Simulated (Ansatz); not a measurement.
# TaN: the cost of one run

Computed with Ansatz 0.2.0 (DFT PBEsol, scalar-relativistic, plane waves, PAW, unless a step's input says otherwise).

### 1 Starting point

It takes space group P6_3/mmc (No. 194, hexagonal). Conventional cell: a = 2.889 Å, b = 2.889 Å, c = 5.860 Å, α = 90.00°, β = 90.00°, γ = 120.00°. Ta (site symmetry -3m) is surrounded by 6 N at 2.22 Å. Around N (site symmetry -6m2) lie 6 Ta at 2.22 Å.

As a file:

```xyz
4
Lattice="2.8892 0.0000 0.0000 -1.4446 2.5021 0.0000 0.0000 0.0000 5.8600" Properties=species:S:1:pos:R:3 pbc="T T T"
Ta    0.0000    0.0000    0.0000
Ta    0.0000    0.0000    2.9300
N     0.0000    1.6681    1.4650
N     1.4446    0.8340    4.3950
```

It is the result of an earlier relaxation at this level (volume 10.59 Å³/atom; gap on the mesh: none (metal)).

### 2 What is varied

The energy is mapped over a normal mode and a strain (zone-centre modes of the cell shown) (x along [1 0 0], y along [1 2 0], z along [0 0 1] of the conventional cell).

First coordinate, amplitude of mode 4 (149 cm⁻¹), largest displacement in the unstrained cell: 7 values from −0.142 Å. Second coordinate, equal normal strain along x and y: 7 values from −4.00 %.

Nothing else is relaxed (the pattern is fixed in fractional coordinates). Energies count from the relaxed high-symmetry cell. Points are written as (first, second).

The modes come from a phonon run on the reference cell, made beforehand.

The patterns, per unit of each coordinate (Å):

```
atom      x1     y1     z1
 Ta1   1.000  0.000  0.000
 Ta2  -1.000  0.000  0.000
  N3   0.000  0.000  0.000
  N4   0.000  0.000  0.000
```

### 3 Point (0.000 Å, −4.00 %)

Contents of input.yaml:

```yaml
crystal:
  lattice:
    - [2.7736134188, 0.0, 0.0]
    - [-1.3868067094, 2.402019681, 0.0]
    - [0.0, 0.0, 5.8600190937]
  atoms:
    - { symbol: Ta, position: [0.0, 0.0, 0.0] }
    - { symbol: Ta, position: [0.0, 0.0, 0.5] }
    - { symbol: "N", position: [0.3333333333, 0.6666666667, 0.25] }
    - { symbol: "N", position: [0.6666666667, 0.3333333333, 0.75] }
basis:
  ecutwfc: 520.0
kpoints:
  mp_grid: { grid: [15, 15, 8] }
hamiltonian:
  xc: pbesol
  pseudopotentials: { kind: paw, azcp: { folder: soft_1 } }
scf:
  occupations: { method: gaussian, width: 0.15 }
output:
  forces: true
  stress: true
  eigenvalues: true
```

On the command line:

```bash
> ansatz run input.yaml --threads 2 --pin off --max-ram 4096MiB --backend cpu --events-out ev --progress --plain --runs-dir out
```

Q: Estimate wall time and peak memory on 2 threads of Arm Neoverse N1, shared host.

About 7.3 s, with a peak of 0.4 GiB.
